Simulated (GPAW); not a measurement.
Crystal: CuO.

```
Cu O
1.0
     3.42205    0.00000    0.00000
     0.00000    3.42205    0.00000
     0.00000    0.00000    4.26046
Cu O
2 2
Direct
  0.00000 0.50000 0.00000
  0.50000 0.00000 0.50000
  0.00000 0.00000 0.25000
  0.00000 0.00000 0.75000
```

Measurements of this composition are mostly on another form, of space group No. 15.

Base run:

- Program: GPAW 26.7.0
- Functional: LDA
- Potentials or basis: the program's PAW data sets (release 1.2.1) made for this functional
- Cutoff: 800 eV
- Basis: pw
- k mesh: 6 × 6 × 5
- Occupations: fermi-dirac, width 0.05 eV
- Spin: no spin polarisation

Its results: pressure -13.2 GPa.

Q: After a change of settings the same cell gave: pressure 1.8 GPa. Which change was it?
A. functional from LDA to revPBE
B. functional from LDA to SCAN; potentials or basis from the program's PAW data sets (release 1.2.1) made for this functional to GPAW PAW data sets (gpaw-data 1.2.1)
C. functional from LDA to AM05; potentials or basis from the program's PAW data sets (release 1.2.1) made for this functional to PAW data sets generated in the run's folder for this functional
D. functional from LDA to r2SCAN; potentials or basis from the program's PAW data sets (release 1.2.1) made for this functional to GPAW PAW data sets (gpaw-data 1.2.1)

A: A.

revPBE binds less tightly than LDA, so the same cell stands under more pressure.

Caveats: with this Cu data set, volumes or pressures lay over 1.5 % or 2 GPa off other programs in two to four cells of ten; the run has no spin polarisation, though such a crystal can be magnetic.

Runs at the PBE level aren't shown here.
